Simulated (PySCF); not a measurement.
Compound: norbornadiene, C₇H₈.
Numbering: `[CH:1]1=[CH:2][C@@H:3]2[CH:4]=[CH:5][C@H:6]1[CH2:7]2` (hydrogens: H8 on C1; H9 on C2; H10 on C3; H11 on C4; H12 on C5; H13 on C6; H14, H15 on C7)

Method: PBE0-D3(BJ)/def2-TZVP geometry optimisation, gas phase (PySCF); density fitting, grid level 2; the optimiser is geomeTRIC in internal coordinates, started from a GFN2-xTB structure with every atom displaced at random (about 0.01 Å).

Step 0: E = -7381.2622 eV
```
atom  x, y, z in Å  |  force x, y, z in eV/Å
C1      0.9472    0.5813   -0.3642    0.054   2.009   0.062
C2      0.8305   -0.7185   -0.3623    0.086  -0.830   0.395
C3     -0.5362   -1.0686    0.2321    0.989  -0.211   0.647
C4     -1.5160   -0.5488   -0.7510   -1.986  -1.062  -0.904
C5     -1.4605    0.7636   -0.7692    0.451   0.615   0.627
C6     -0.3671    1.1555    0.2251    0.279  -0.281  -0.182
C7     -0.6011    0.0586    1.2871   -1.281   0.197   0.164
H8      1.7312    1.2353   -0.7502   -0.109  -0.425   0.089
H9      1.5288   -1.4389   -0.7084    0.474  -0.520  -0.329
H10    -0.6451   -2.0940    0.5898   -0.090   0.095  -0.145
H11    -2.1911   -1.1940   -1.3274    0.379   0.321   0.136
H12    -1.9918    1.4830   -1.3467   -0.384   0.221  -0.464
H13    -0.3734    2.1976    0.5403    0.160  -0.053   0.022
H14    -1.6070    0.1330    1.7658    0.616  -0.047  -0.317
H15     0.1639    0.0012    2.0467    0.366  -0.030   0.199
```

Step 1: E = -7381.3906 eV
```
atom  x, y, z in Å  |  force x, y, z in eV/Å
C1      0.9492    0.6060   -0.3606   -0.100  -0.134   0.155
C2      0.8544   -0.7191   -0.3424   -0.014  -0.023  -0.080
C3     -0.5159   -1.0666    0.2418   -0.150  -0.040  -0.044
C4     -1.5859   -0.5555   -0.7333    0.489   0.141   0.016
C5     -1.4816    0.7685   -0.7506   -0.230   0.076  -0.034
C6     -0.3641    1.1542    0.2186    0.083   0.048  -0.009
C7     -0.6150    0.0664    1.2889    0.115  -0.061   0.040
H8      1.7673    1.2034   -0.7322    0.005   0.093  -0.059
H9      1.5602   -1.4479   -0.7205   -0.010   0.054   0.029
H10    -0.6463   -2.0909    0.5801    0.027  -0.052   0.069
H11    -2.1855   -1.1851   -1.3652   -0.233  -0.120  -0.053
H12    -2.0490    1.4686   -1.3510    0.087  -0.013  -0.015
H13    -0.3433    2.1936    0.5421   -0.020  -0.017   0.001
H14    -1.6043    0.1328    1.7449    0.013   0.032   0.030
H15     0.1722    0.0178    2.0470   -0.060   0.018  -0.044
```

Step 2: E = -7381.3971 eV
```
atom  x, y, z in Å  |  force x, y, z in eV/Å
C1      0.9413    0.6011   -0.3553    0.122   0.016   0.000
C2      0.8544   -0.7246   -0.3427   -0.043   0.081   0.015
C3     -0.5160   -1.0715    0.2422   -0.094   0.031  -0.018
C4     -1.5715   -0.5505   -0.7394   -0.009  -0.093  -0.145
C5     -1.4842    0.7747   -0.7562    0.006  -0.082   0.123
C6     -0.3673    1.1536    0.2200    0.075   0.010  -0.004
C7     -0.6117    0.0632    1.2896   -0.038  -0.007  -0.011
H8      1.7522    1.2082   -0.7334   -0.015   0.017  -0.030
H9      1.5648   -1.4473   -0.7202    0.004   0.020   0.008
H10    -0.6476   -2.0957    0.5868    0.000   0.014  -0.001
H11    -2.1911   -1.1829   -1.3611   -0.046   0.008   0.048
H12    -2.0423    1.4745   -1.3634    0.043  -0.014  -0.012
H13    -0.3463    2.1920    0.5451    0.009  -0.005   0.014
H14    -1.5981    0.1351    1.7512   -0.006  -0.004   0.022
H15     0.1759    0.0164    2.0444   -0.007   0.008  -0.008
```

Task: Estimate the geometry and energy of step 3. (The exact step hangs on the optimiser's Hessian estimate; all steps are aligned on step 2, rigid shifts and turns removed.)

Result: E = -7381.3985 eV, largest force 0.149 eV/Å
```
atom  x, y, z in Å  |  force x, y, z in eV/Å
C1      0.9472    0.6066   -0.3528   -0.012  -0.006   0.010
C2      0.8501   -0.7179   -0.3422    0.103  -0.048  -0.009
C3     -0.5210   -1.0729    0.2398    0.032   0.015   0.028
C4     -1.5717   -0.5577   -0.7481   -0.067  -0.021   0.003
C5     -1.4778    0.7672   -0.7541   -0.036   0.034  -0.025
C6     -0.3622    1.1524    0.2224   -0.025  -0.024  -0.020
C7     -0.6124    0.0612    1.2894   -0.082   0.014  -0.037
H8      1.7521    1.2186   -0.7398   -0.033  -0.048   0.011
H9      1.5624   -1.4379   -0.7181    0.020  -0.031  -0.020
H10    -0.6502   -2.0967    0.5888    0.030   0.028  -0.028
H11    -2.2116   -1.1874   -1.3577    0.084   0.086   0.089
H12    -2.0250    1.4696   -1.3660   -0.016   0.021  -0.028
H13    -0.3438    2.1902    0.5487   -0.024   0.006   0.006
H14    -1.5977    0.1365    1.7540   -0.002  -0.007  -0.001
H15     0.1742    0.0142    2.0432    0.029  -0.020   0.022
```

The energy changes by -0.0014 eV. The first-order estimate −F·Δx gives -0.0079 eV and the mean of the old and new forces, exact on a quadratic surface, -0.0015 eV. The step makes an angle of 51° with the force vector and moves no atom by more than 0.021 Å.

What follows is the cost of the whole optimisation. Time: 3.4 min; peak memory 1.4 GiB. Hardware: one thread, Arm Neoverse V1 (aarch64), shared host with 32 logical CPUs at a one-minute load of 13.
